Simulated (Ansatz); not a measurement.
# Au vacancy in Au

Computed with DFT PBE, scalar-relativistic, plane waves, PAW in Ansatz. Settings: 420 eV cutoff, 5×5×5 k-mesh, Gaussian smearing of 0.10 eV, no spin polarisation.

Host crystal, relaxed:

```
Au
1.0
     0.00000    2.07895    2.07895
     2.07895    0.00000    2.07895
     2.07895    2.07895    0.00000
Au
1
Direct
  0.00000 0.00000 0.00000
```

Supercell of 16 atoms, rows in host cell vectors: 1 -3 1; 1 1 1; -3 1 1. Atoms relax at the host's cell, keeping the symmetry that the supercell leaves at the site. The cell is small, so energies carry finite-size errors of tenths of an eV. The host is a metal. Atoms are taken from and returned to the elements' standard states.

Spin-orbit coupling is left out, which matters for the bands and energies of heavy elements.

Defect: Au vacancy set at (0.000, 0.000, 0.000) of the host cell. Before relaxation its nearest neighbours are 12 Au at 2.94 Å.

```json
{"charge": "0", "E_f at the valence band top (eV)": "0.53", "moment (μB)": "0.00", "largest move (Å)": "0.05", "atoms near the site": "12 Au at 2.90 Å"}
```

Cost: 2 runs of about 2.8 core-minutes in all, on Intel Xeon Processor @ 2.70GHz (shared hosts).